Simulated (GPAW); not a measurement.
Runs of GPAW 26.7.0 on HfN. It takes space group Fm-3m (No. 225, cubic). The conventional cell has a = 4.512 Å, b = 4.512 Å, c = 4.512 Å, α = 90.00°, β = 90.00°, γ = 90.00°. Around Hf (site symmetry m-3m) lie 6 N at 2.26 Å. N (site symmetry m-3m) is surrounded by 6 Hf at 2.26 Å. 

| task | level | potentials or basis | cell | k mesh | optimizer | fmax | max steps | convergence | band path | gap on the mesh (eV) | pressure (GPa) | relaxed volume (Å³/atom) |
| --- | --- | --- | --- | --- | --- | --- | --- | --- | --- | --- | --- | --- |
| single point | PBEsol | PAW data sets generated in the run's folder for this functional, pw | as given | 10 × 10 × 10 | - | - | - | - | - | none | -1.6 | - |
| relaxation of cell and atoms | PBEsol+D3 | PAW data sets generated in the run's folder for this functional, pw | relaxed | 10 × 10 × 10 | BFGS | 0.02 eV/Å | 60 | density=1e-05 forces=0.0001 | - | none | 0.1 | (a) |
| band structure | PBE | PAW data sets generated in the run's folder for this functional, pw | as given | 8 × 8 × 8 | - | - | - | - | GXWKGLUWLK,UX | - | 6.9 | - |
| relaxation of cell and atoms | PBEsol+D3(BJ) | PAW data sets generated in the run's folder for this functional, pw | relaxed | 10 × 10 × 10 | BFGS | 0.02 eV/Å | 60 | density=1e-05 forces=0.0001 | - | none | 0.1 | 11.20 |

Alike in all rows: no spin polarisation; cutoff (eV) 800; smearing fermi-dirac 0.05 eV.

Fill in the values left out.

(a) 11.23.

Caveats: later steps reuse the first step's grids (some runs); pairwise dispersion overbinds metals, which lowers pressure and volume (some runs).

A k mesh can miss the band edges, and the runs leave out spin-orbit coupling on Hf.

A gap of «none» marks a metal or a gap under the smearing width.

Not every run made on this cell is shown here.
